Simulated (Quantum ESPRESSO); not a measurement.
The system is Zr.

```
CELL_PARAMETERS angstrom
-1.81000 1.81000 1.81000
1.81000 -1.81000 1.81000
1.81000 1.81000 -1.81000
ATOMIC_POSITIONS crystal
Zr 0.00000 0.00000 0.00000
```

This isn't the form of Zr at room conditions, which is hcp.

* Program: Quantum ESPRESSO 7.5
* Task: single point
* Functional: PBE
* Potentials or basis: SSSP 1.3 efficiency PBE
* Cutoff: 748 eV
* Density cutoff: 5987 eV
* k mesh: 10 × 10 × 10
* Occupations: fermi-dirac, width 0.05 eV
* Spin: no spin polarisation

On this cell: pressure -3.4 GPa; band gap on the k mesh none (metal or under the smearing width).

The same run follows on a disturbed copy (cell strained at random at fixed volume):

```
Zr
1.0
    -1.84427    1.86024    1.77457
     1.87912   -1.87150    1.82068
     1.75054    1.77777   -1.78583
Zr
1
Cartesian
  -0.0278 0.0705 0.0110
```

Question: What changes?

Answer: The energy (extrapolated to zero smearing) moves by +5.7 meV/atom; pressure -3.4 GPa; band gap on the k mesh none (metal or under the smearing width).

Stress tensor (GPa, compression positive):
```
-3.31  1.40 -0.58
 1.40 -3.31  0.35
-0.58  0.35 -3.47
```
